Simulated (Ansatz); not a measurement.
# MnO2 (P4_2/mnm) in Ansatz: reference runs

Aim: a first look at MnO2 with PBEsol, on the cell as given and on a disturbed one, and energy against volume gives the equilibrium volume and stiffness.

All numbers are computed with Ansatz 0.2.0; they aren't measurements. Logs are shortened: lines on timing, memory, paths and dates and some standing lists are left out, and cuts for length are marked.

**1. Starting point**

Symmetry: P4_2/mnm, No. 136, tetragonal system. Conventional cell: a = 4.400 Å, b = 4.400 Å, c = 2.867 Å, α = 90.00°, β = 90.00°, γ = 90.00°. Mn (site symmetry mmm) is surrounded by 6 O at 1.88 to 1.90 Å. O (site symmetry m2m) has 3 Mn at 1.88 to 1.90 Å as nearest neighbours.

The cell is a database's computed one.

**2. Single point, PBEsol, collinear spin, ferromagnetic start**

Contents of input.yaml:

```yaml
crystal:
  lattice:
    - [4.4004184607, 0.0, 0.0]
    - [0.0, 4.4004184607, 0.0]
    - [0.0, 0.0, 2.86707794]
  atoms:
    - { symbol: Mn, position: [0.5, 0.5, 0.5], spin: 4.0 }
    - { symbol: Mn, position: [0.0, 0.0, 0.0], spin: 4.0 }
    - { symbol: O, position: [0.80491615, 0.19508385, 0.5] }
    - { symbol: O, position: [0.69508385, 0.69508385, 0.0] }
    - { symbol: O, position: [0.19508385, 0.80491615, 0.5] }
    - { symbol: O, position: [0.30491615, 0.30491615, 0.0] }
hamiltonian:
  xc: pbesol
  pseudopotentials: { kind: paw }
magnetization:
  spin_polarized: true
kpoints:
  mp_grid: { grid: [6, 6, 9] }
scf:
  occupations: { method: fermi_dirac, width: 0.05 }
output:
  forces: true
  stress: true
  eigenvalues: true
  write_density: true
  write_potential: true
  elf: true
  volumetric_format: npy
```

Potentials or basis: Ansatz PAW.

Command:

```bash
> ansatz run input.yaml --threads 2 --pin off --max-ram 5632MiB --backend cpu --events-out ev --progress --plain --runs-dir out
```

The program printed:

```text
Warning: RAYON_NUM_THREADS=2 ignored (pool sized by the plan → 2); use --threads N
Engine: ansatz 0.2.0, aarch64-unknown-linux-gnu
Pseudopotentials: kind: paw
Pseudopotential: Mn, paw, valence charge 15, recommended cutoff 420 eV (normal), Mn.paw.azcp
Pseudopotential: O, paw, valence charge 6, recommended cutoff 420 eV (normal), O.paw.azcp
Functional definition: PBEsol
  exchange = pbesol_x
  correlation = pbesol_c
Crystal: 6 atoms, lattice volume = 55.517 Å³
Basis set: ecut = 420 eV, 1073 PW (Γ), exchange–correlation on 60×60×40 points (8 copies of the dense FFT grid, shifted against one another)
Bands: 38, of which v1, the nominal top of the filled ones, is band 27 counted from 1 (26 counted from 0)
Symmetry: 16 space group operations
Space group: P42/mnm (ITA 136), of the structure as read, at distance tolerance 3.8e-5 Å
Magnetic group: BNS 136.495 (UNI 1155), of the structure as read, at distance tolerance 3.8e-5 Å
k-points: 50 of 324
Non-local potential: Mn, projectors of the file, l = 0: 3, l = 1: 2, l = 2: 3, l = 3: 1
Non-local potential: O, projectors of the file, l = 0: 2, l = 1: 2, l = 2: 1
PAW form: soft (Blöchl's): semilocal exchange-correlation on the pseudo side does not see the compensation charge
PAW frozen core: Mn, regenerated for the run's functional, and the local potential with it (the file was generated under x = pbe(κ = 0.804, μ = 0.2195149727645171), c = pbe(β = 0.06672455060314922))
PAW frozen core: O, regenerated for the run's functional, and the local potential with it (the file was generated under x = pbe(κ = 0.804, μ = 0.2195149727645171), c = pbe(β = 0.06672455060314922))
PAW one-centre angular grid: Mn, 590 points (default); XC on 64 Gauss nodes
PAW one-centre angular grid: O, 110 points (default); XC on 64 Gauss nodes
Initial density: superposition of atomic densities (chi_scale 0.1, normalization cell, long waves kept (reshape's long-wave potential 0.00 eV rms))
Starting moments: Σ|m| = 8 μB on 2 of 6 sites
Initial wavefunctions: pseudopotential atomic-orbital guess
Functional: x = pbesol(κ = 0.804, μ = 0.12345679012345678), c = pbesol(β = 0.046)
SCF iter   1: F=—  HF=-9980.777888 eV  |F-HF|=—  |Δ(HF+E_count)|=         —  Δρ=7.60e-2 (↑5.60e-2 ↓7.60e-2)  dr2=2.15e0  dr2_m=1.52e0  M=5.987 μB ∫|m|=6.280 μB  β_m=0.30  ethr=3.10e-3  ⟨swp⟩=5.6  Hψ=13296  notcnv=0
Mixer restart at iter 1: flushing history
preconditioner: auto → Kerker (q_TF=auto, 2.716 Å⁻¹)  [metal: Δε(μ)=0.007 eV  Ē_g=12.633 eV  σ=0.050 eV  W_gap=0.03  n_scr=18 (ndim 8)  ℏωp=30.7 eV  f_vac=0.000  D(μ)=2.08/eV (n_scr^D=10)]
spin=Collinear: Kerker preconditioning applied to the charge; magnetization (m = ρ↑ − ρ↓) channel mixes plain (no charge-response kernel on spin).
SCF iter   2: F=—  HF=-9980.791354 eV  |F-HF|=—  |Δ(HF+E_count)|=   1.35e-2  Δρ=5.31e-2 (↑4.46e-2 ↓5.31e-2)  dr2=9.57e-1  dr2_m=9.00e-1  M=5.986 μB ∫|m|=6.241 μB  β_m=0.65  ethr=3.10e-3  ⟨swp⟩=2.0  Hψ=5339  notcnv=0  defer=319
SCF iter   3: F=—  HF=-9980.939176 eV  |F-HF|=—  |Δ(HF+E_count)|=   1.48e-1  Δρ=1.95e-2 (↑7.36e-3 ↓1.95e-2)  dr2=4.48e-1  dr2_m=2.41e-2  M=5.951 μB ∫|m|=6.122 μB  β_m=0.61  ethr=1.77e-3  ⟨swp⟩=2.7  Hψ=6856  notcnv=0  defer=323
SCF iter   4: F=—  HF=-9980.898777 eV  |F-HF|=—  |Δ(HF+E_count)|=   4.04e-2  Δρ=6.65e-3 (↑6.65e-3 ↓3.90e-3)  dr2=4.15e-2  dr2_m=4.17e-3  M=5.960 μB ∫|m|=6.099 μB  β_m=0.80  ethr=8.29e-4  ⟨swp⟩=2.6  Hψ=6299  notcnv=0  defer=332
SCF iter   5: F=—  HF=-9980.904109 eV  |F-HF|=—  |Δ(HF+E_count)|=         —  Δρ=2.27e-3 (↑1.65e-3 ↓2.27e-3)  dr2=6.69e-3  dr2_m=1.90e-4  M=5.969 μB ∫|m|=6.096 μB  β_m=0.80  ethr=7.69e-5  ⟨swp⟩=2.9  Hψ=7062  notcnv=0  defer=332
Mixer restart at iter 5: flushing history
SCF iter   6: F=—  HF=-9980.906294 eV  |F-HF|=—  |Δ(HF+E_count)|=   2.19e-3  Δρ=1.16e-3 (↑1.16e-3 ↓8.32e-4)  dr2=1.58e-3  dr2_m=2.05e-4  M=5.971 μB ∫|m|=6.101 μB  β_m=0.88  ethr=1.24e-5  ⟨swp⟩=2.0  Hψ=6997  notcnv=0  defer=332
SCF iter   7: F=—  HF=-9980.906574 eV  |F-HF|=—  |Δ(HF+E_count)|=   2.80e-4  Δρ=6.79e-4 (↑5.44e-4 ↓6.79e-4)  dr2=7.70e-4  dr2_m=9.53e-6  M=5.972 μB ∫|m|=6.101 μB  β_m=0.93  ethr=2.93e-6  ⟨swp⟩=2.2  Hψ=6587  notcnv=0  defer=332
SCF iter   8: F=—  HF=-9980.906729 eV  |F-HF|=—  |Δ(HF+E_count)|=   1.55e-4  Δρ=2.61e-4 (↑1.88e-4 ↓2.61e-4)  dr2=1.16e-4  dr2_m=1.43e-6  M=5.972 μB ∫|m|=6.102 μB  β_m=0.97  ethr=1.43e-6  ⟨swp⟩=2.2  Hψ=7038  notcnv=0  defer=332
SCF iter   9: F=—  HF=-9980.906738 eV  |F-HF|=—  |Δ(HF+E_count)|=   9.20e-6  Δρ=6.04e-5 (↑5.99e-5 ↓6.04e-5)  dr2=1.26e-5  dr2_m=8.37e-9  M=5.972 μB ∫|m|=6.102 μB  β_m=0.98  ethr=2.14e-7  ⟨swp⟩=2.3  Hψ=5292  notcnv=0  defer=332
SCF iter  10: F=—  HF=-9980.906771 eV  |F-HF|=—  |Δ(HF+E_count)|=   3.32e-5  Δρ=6.18e-5 (↑5.83e-5 ↓6.18e-5)  dr2=5.57e-6  dr2_m=5.08e-8  M=5.972 μB ∫|m|=6.102 μB  β_m=0.98  ethr=2.34e-8  ⟨swp⟩=2.2  Hψ=5900  notcnv=0  defer=332
SCF iter  11: F=—  HF=-9980.906772 eV  |F-HF|=—  |Δ(HF+E_count)|=   2.91e-7  Δρ=2.18e-5 (↑1.67e-5 ↓2.18e-5)  dr2=6.51e-7  dr2_m=7.18e-9  M=5.973 μB ∫|m|=6.102 μB  β_m=0.99  ethr=1.03e-8  ⟨swp⟩=2.1  Hψ=5393  notcnv=0  defer=332
SCF iter  12: F=—  HF=-9980.906772 eV  |F-HF|=—  |Δ(HF+E_count)|=   6.18e-9  Δρ=1.65e-6 (↑1.47e-6 ↓1.65e-6)  dr2=4.44e-9  dr2_m=7.11e-11  M=5.973 μB ∫|m|=6.102 μB  β_m=1.00  ethr=1.21e-9  ⟨swp⟩=2.2  Hψ=6121  notcnv=0  defer=332
SCF iter  13: F=-9980.906772 eV  HF=-9980.906772 eV  |F-HF|=6.45e-9  |Δ(HF+E_count)|=   1.68e-9  Δρ=2.40e-6 (↑1.32e-6 ↓2.40e-6)  dr2=7.11e-9  dr2_m=2.12e-10  M=5.973 μB ∫|m|=6.102 μB  ethr=8.21e-12  ⟨swp⟩=9.8  Hψ=21689  notcnv=0
SCF 1 converged in 13 iterations: F = -9980.906772 eV  dr2 = 7.11e-9
WARN: an SCF from antiferromagnetic starting moments (-4.00, 4.00, 0.00, 0.00, 0.00, 0.00 Bohr magnetons, atom by atom) was not made, by what the run has read of turns of its moments that order reads lower: the deck asks for what bars it, or types moments that do (magnetization.spin_polarized, in the input reference, names some of the keys), or the run goes by scf.lower_state_search: light, the default, which as a rule tries one only behind a close that has lost an order of both signs, or on which an open d or half-filled 4f shell of a PAW file has lost a moment that was set nearer to Hund's than to what is left; or, under a Hubbard U, one that names an f shell that the input leaves bare beside given moments, or a larger moment for a shell of low spin that is given one. standard, with a start from the atoms, tries one behind each close (in a relaxation, ahead of its steps or at their end). To set out from that order, type those moments (crystal.atoms[].spin; where shells were raised to Hund's moment, beside crystal.symmetry.detect: false) under scf.lower_state_search: light. The bands of the close that named these starting moments, or of the one ahead of a search that led to it (under cold or Methfessel-Paxton smearing those of the Gaussian ahead of it) read a cost of -491.21 meV for the turn to them, carried on from a small turn (-491.21 by the pairs of d shells alone)
SCF converged after 13 iterations
Magnetization: 5.9726 μB (29.9863 up, 24.0137 down)
Absolute magnetization: 6.1198 μB (∫|ρ↑−ρ↓|, with the PAW one-centre terms)
Spin contamination: 0.0572 ħ² per cell (⟨S²⟩ above its minimum at these occupations)
Per-site moments (μB) at R_I (Å): [(2.3594596632567426, 0.77489733565151), (2.3594596632567404, 0.7748973356515101), (0.10283652049077177, 0.7748973356515101), (0.10283652049077174, 0.77489733565151), (0.1028365204907717, 0.7748973356515101), (0.10283652049077181, 0.7748973356515102)]
Free energy (F): -9980.906772 eV
Harris-Foulkes:  -9980.906772 eV  (|F-HF|=6.45e-9)
Internal energy: -9980.899958 eV  (E = F + TS)
E sigma→0 (E₀):  -9980.903365 eV
Entropy (-TS):   -0.006814 eV (-1.136 meV/atom)
Fermi energy:    10.930000 eV
--- Per-component energies (eV) ---
  E_band       = -585.104914
  E_kinetic    = 1297.331247
  E_local      = -5456.937318  (includes V_loc(G=0)·N_el)
  E_nonlocal   = 669.341622
  E_hartree    = 2141.584186
  E_xc         = -515.566833
  E_vxc        = -662.169003  (∫ρ·V_xc dr)
  E_paw        = -3138.269898  (= ΣΔE_a)
  E_vpaw       = -715.854228  (= ΣTr[D̂ρ^β])
  E_aug_tail   = 0.009783  (compensation charges beyond the density's cutoff)
  E_ewald      = -4978.873199
  E_core_change = 0.480452  (= ΣΔE_core)
  E_smearing   = -0.006814  (= −TS)
  E_closure    = 0.000000  (closes the sum)
  Σ components = -9980.906772   (vs F -9980.906772, Δ=0.00e0)
--- Forces (eV/Å), atoms counted from 1 ---
  atom   1  Mn     0.00000000     0.00000000     0.00000000
  atom   2  Mn     0.00000000    -0.00000000     0.00000000
  atom   3  O      0.04795017    -0.04795017     0.00000000
  atom   4  O     -0.04795017    -0.04795017     0.00000000
  atom   5  O     -0.04795017     0.04795017     0.00000000
  atom   6  O      0.04795017     0.04795017     0.00000000
  max |Σ_I F_I| component: 2.08e-17 eV/Å
--- Stress (GPa, compression-positive) ---
       -2.154768       0.000000       0.000000
        0.000000      -2.154768       0.000000
        0.000000       0.000000      -4.829453
  P = ⅓ Tr σ = -3.0463 GPa (-30.463 kbar)
--- Band table (eV; the first three rows and the last of 100) ---
  k-point 0 ↑: bands = ["-70.8134", "-70.8105", "-39.6880", "-39.6795", "-39.6171", "-39.6171", "-39.5424", "-39.5424", "-9.2350", "-7.3454", "-6.9217", "-6.9217", "2.6439", "3.3223", "3.9864", "4.8522", "4.8522", "6.6366", "6.6366", "7.2188", "8.0597", "8.2208", "8.3480", "8.3480", "8.4900", "9.0775", "9.5554", "9.5554", "10.1487", "10.6736", "10.7932", "13.5819", "13.5819", "14.3240", "18.2740", "21.5815", "21.5815", "24.1359"]
  k-point 1 ↑: bands = ["-70.8122", "-70.8095", "-39.7013", "-39.6933", "-39.6147", "-39.6147", "-39.5417", "-39.5417", "-9.1103", "-7.3051", "-6.9450", "-6.9450", "2.8151", "3.4420", "4.1298", "4.7475", "4.7475", "6.6705", "6.8603", "6.8603", "7.6357", "8.0304", "8.0304", "8.2468", "8.5894", "9.1475", "9.8189", "9.8189", "9.9819", "10.7340", "10.9279", "13.3213", "13.3213", "14.1339", "18.6900", "22.0932", "22.0932", "24.3407"]
  k-point 2 ↑: bands = ["-70.8093", "-70.8071", "-39.7346", "-39.7282", "-39.6088", "-39.6088", "-39.5398", "-39.5398", "-8.7631", "-7.2256", "-7.0048", "-7.0048", "3.2858", "3.7551", "4.5508", "4.6363", "4.6363", "5.7016", "6.7234", "7.1700", "7.1700", "7.5282", "7.5282", "8.2341", "8.6249", "9.2084", "9.6031", "10.2296", "10.2296", "10.5613", "11.3875", "12.8566", "12.8566", "13.5892", "19.7499", "23.2920", "23.2920", "24.6518"]
  k-point 49 ↓: bands = ["-67.7770", "-67.7770", "-36.8708", "-36.8708", "-36.6448", "-36.6448", "-36.5737", "-36.5737", "-7.1569", "-7.1569", "-7.0169", "-7.0169", "4.2341", "4.2341", "4.6314", "4.6314", "5.9338", "5.9338", "6.7707", "6.7707", "8.8741", "8.8741", "9.2892", "9.2892", "11.9480", "11.9480", "11.9657", "11.9657", "12.3611", "12.3611", "14.0623", "14.0623", "14.2787", "14.2787", "22.4959", "22.4959", "24.4146", "24.4146"]
```

Wall time 11 s (2 threads of Arm Neoverse V1, shared host); peak memory 0.46 GiB.

What came out:

| Property | Result |
| --- | --- |
| Free energy | -9980.9068 eV |
| Pressure | -3.0 GPa |
| Largest force | 0.068 eV/Å |
| Band gap on the k mesh | none (metal or under the smearing width) |
| Net moment | 5.97 μB per cell |
| Absolute moment | 6.12 μB per cell |
| Site moments | Mn +2.36; O +0.10 μB |

Forces in eV/Å, atoms in the order of the input:
```
Mn   0.000  0.000  0.000
Mn   0.000  0.000  0.000
O    0.048 -0.048  0.000
O   -0.048 -0.048  0.000
O   -0.048  0.048  0.000
O    0.048  0.048  0.000
```

Levels at points of the mesh, in eV from the Fermi level:
Spin up:
| k point | band 27 | band 28 | band 29 | band 30 | band 31 | band 32 | band 33 | band 34 |
| --- | --- | --- | --- | --- | --- | --- | --- | --- |
| (0.00, 0.00, 0.00) | -1.37 | -1.37 | -0.78 | -0.26 | -0.14 | 2.65 | 2.65 | 3.39 |
| (0.00, -0.50, 0.00) | -1.47 | -1.47 | -0.73 | -0.73 | 2.14 | 2.14 | 2.40 | 2.40 |
| (-0.50, -0.50, 0.00) | -2.31 | -2.31 | -0.06 | -0.06 | 1.40 | 1.40 | 2.62 | 2.62 |
Spin down:
```
             k point  band 22  band 23  band 24  band 25  band 26  band 27
  (0.00, 0.00, 0.00)    -1.07    -1.07    -0.50    -0.02     0.28     0.45
 (0.00, -0.50, 0.00)    -3.00    -1.35    -1.35     0.67     0.67     1.05
(-0.50, -0.50, 0.00)    -2.64    -2.07    -2.07     0.01     0.01     0.46
```

Caveat: the magnetic or orbital state may not be the lowest; the pressure holds a Pulay correction of +1.0 GPa for the finite cutoff; semilocal functionals often make such compounds metallic where correlation or magnetic order opens a gap, which also shifts bond lengths; only a ferromagnetic start was run, and an antiferromagnetic order may lie lower in energy; the PAW data sets come from PBE, with cores solved anew for the run's functional, which leaves a small shift of forces and pressure.

**3. Single point, PBEsol, collinear spin, ferromagnetic start (atoms moved at random, drawn with an rms of 0.05 Å)**

Contents of input.yaml:

```yaml
crystal:
  lattice:
    - [4.4004184607, 0.0, 0.0]
    - [0.0, 4.4004184607, 0.0]
    - [0.0, 0.0, 2.86707794]
  atoms:
    - { symbol: Mn, position: [0.490259, 0.491717, 0.491012], spin: 4.0 }
    - { symbol: Mn, position: [0.010043, -0.006073, -0.01145], spin: 4.0 }
    - { symbol: O, position: [0.814901, 0.192327, 0.52103] }
    - { symbol: O, position: [0.696821, 0.702752, -0.015251] }
    - { symbol: O, position: [0.197118, 0.794042, 0.489402] }
    - { symbol: O, position: [0.303579, 0.289615, 0.011365] }
hamiltonian:
  xc: pbesol
  pseudopotentials: { kind: paw }
magnetization:
  spin_polarized: true
kpoints:
  mp_grid: { grid: [6, 6, 9] }
scf:
  occupations: { method: fermi_dirac, width: 0.05 }
output:
  forces: true
  stress: true
  eigenvalues: true
  write_density: true
  write_potential: true
  elf: true
  volumetric_format: npy
```

Potentials or basis: Ansatz PAW.

Command:

```bash
> ansatz run input.yaml --threads 2 --pin off --max-ram 5632MiB --backend cpu --events-out ev --progress --plain --runs-dir out
```

Run time: 1.9 min. Hardware: 2 threads of Arm Neoverse V1, shared host; peak memory 1 GiB.

The run converged. Its results:

| Property | Result |
| --- | --- |
| Free energy | -9980.9873 eV |
| Pressure | -6.2 GPa |
| Largest force | 1.615 eV/Å |
| Band gap on the k mesh | none (metal or under the smearing width) |
| Net moment | 0.04 μB per cell |
| Absolute moment | 5.34 μB per cell |
| Site moments | Mn +2.15, -2.09; O -0.06, +0.03, -0.03, +0.04 μB |

Forces on the atoms (eV/Å):
```
Mn   1.474  0.560  0.348
Mn  -1.013 -0.222  0.454
O   -0.290  0.242 -0.957
O   -0.784 -0.992  0.443
O    0.053 -0.112  0.260
O    0.559  0.523 -0.548
```

Stress tensor (GPa, compression positive):
```
-4.35  0.00  2.69
 0.00 -5.39 -0.20
 2.69 -0.20 -8.74
```

Levels at points of the mesh, in eV from the Fermi level:
Spin up:
```tsv
k point	band 24	band 25	band 26	band 27	band 28	band 29	band 30	band 31
(0.00, 0.00, 0.00)	-1.62	-1.24	-1.14	-0.51	-0.26	0.21	1.13	1.95
(0.00, -0.50, 0.00)	-1.55	-1.41	-1.25	-0.55	0.78	1.16	1.74	2.12
(-0.50, 0.00, 0.00)	-1.78	-1.32	-1.26	-0.58	0.78	1.17	1.73	2.14
(-0.50, -0.50, 0.00)	-2.27	-2.15	-1.96	-0.35	0.11	0.24	2.12	2.14
```
Spin down:
| k point | band 25 | band 26 | band 27 | band 28 | band 29 | band 30 |
| --- | --- | --- | --- | --- | --- | --- |
| (0.00, 0.00, 0.00) | -1.21 | -1.16 | -0.48 | -0.25 | 0.36 | 1.14 |
| (0.00, -0.50, 0.00) | -1.37 | -1.06 | -0.42 | 0.63 | 1.11 | 1.67 |
| (-0.50, 0.00, 0.00) | -1.34 | -1.04 | -0.45 | 0.64 | 1.11 | 1.66 |
| (-0.50, -0.50, 0.00) | -2.05 | -1.95 | -0.31 | 0.24 | 0.36 | 2.05 |

Caveat: the pressure holds a Pulay correction of +1.0 GPa for the finite cutoff; semilocal functionals often make such compounds metallic where correlation or magnetic order opens a gap, which also shifts bond lengths; the PAW data sets come from PBE, with cores solved anew for the run's functional, which leaves a small shift of forces and pressure; the starting moments weren't kept.

**4. Single point, PBEsol, collinear spin, ferromagnetic start, 8.70 Å³/atom (volume scaled by 0.94)**

Contents of input.yaml:

```yaml
crystal:
  lattice:
    - [4.3105887966, 0.0, 0.0]
    - [0.0, 4.3105887966, 0.0]
    - [0.0, 0.0, 2.8085497226]
  atoms:
    - { symbol: Mn, position: [0.5, 0.5, 0.5], spin: 4.0 }
    - { symbol: Mn, position: [0.0, 0.0, 0.0], spin: 4.0 }
    - { symbol: O, position: [0.80491615, 0.19508385, 0.5] }
    - { symbol: O, position: [0.69508385, 0.69508385, 0.0] }
    - { symbol: O, position: [0.19508385, 0.80491615, 0.5] }
    - { symbol: O, position: [0.30491615, 0.30491615, 0.0] }
hamiltonian:
  xc: pbesol
  pseudopotentials: { kind: paw }
magnetization:
  spin_polarized: true
kpoints:
  mp_grid: { grid: [6, 6, 9] }
scf:
  occupations: { method: fermi_dirac, width: 0.05 }
output:
  forces: true
  stress: true
  eigenvalues: true
```

Command:

```bash
> ansatz run input.yaml --threads 2 --pin off --max-ram 5632MiB --backend cpu --events-out ev --progress --plain --runs-dir out
```

Wall time 10 s (2 threads of Arm Neoverse V1, shared host); peak memory 0.45 GiB.

The run converged. Its results:

- Free energy: -9980.7998 eV
- Pressure: 14.3 GPa
- Largest force: 0.240 eV/Å
- Band gap on the k mesh: none (metal or under the smearing width)
- Net moment: 5.89 μB per cell
- Absolute moment: 5.97 μB per cell
- Site moments: Mn +2.27; O +0.12 μB

Caveat: the magnetic or orbital state may not be the lowest; the pressure holds a Pulay correction of +1.0 GPa for the finite cutoff; semilocal functionals often make such compounds metallic where correlation or magnetic order opens a gap, which also shifts bond lengths; only a ferromagnetic start was run, and an antiferromagnetic order may lie lower in energy; the PAW data sets come from PBE, with cores solved anew for the run's functional, which leaves a small shift of forces and pressure.

**5. Single point, PBEsol, collinear spin, ferromagnetic start, 8.88 Å³/atom (volume scaled by 0.96)**

Changes to input.yaml since step 4:

```diff
@@ -2,5 +2,5 @@
   lattice:
-    - [4.3105887966, 0.0, 0.0]
-    - [0.0, 4.3105887966, 0.0]
-    - [0.0, 0.0, 2.8085497226]
+    - [4.340946056, 0.0, 0.0]
+    - [0.0, 4.340946056, 0.0]
+    - [0.0, 0.0, 2.8283288935]
   atoms:
```

Command:

```bash
> ansatz run input.yaml --threads 2 --pin off --max-ram 5632MiB --backend cpu --events-out ev --progress --plain --runs-dir out
```

Run time: 10 s. Hardware: 2 threads of Arm Neoverse V1, shared host; peak memory 0.45 GiB.

Results (log left out):

| Item | Value |
| --- | --- |
| Free energy | -9980.8762 eV |
| Pressure | 7.9 GPa |
| Largest force | 0.129 eV/Å |
| Band gap on the k mesh | none (metal or under the smearing width) |
| Net moment | 5.92 μB per cell |
| Absolute moment | 6.03 μB per cell |
| Site moments | Mn +2.30; O +0.11 μB |

Caveat: the magnetic or orbital state may not be the lowest; the pressure holds a Pulay correction of +1.0 GPa for the finite cutoff; semilocal functionals often make such compounds metallic where correlation or magnetic order opens a gap, which also shifts bond lengths; only a ferromagnetic start was run, and an antiferromagnetic order may lie lower in energy; the PAW data sets come from PBE, with cores solved anew for the run's functional, which leaves a small shift of forces and pressure.

(Part 1 of 2 ends here.)
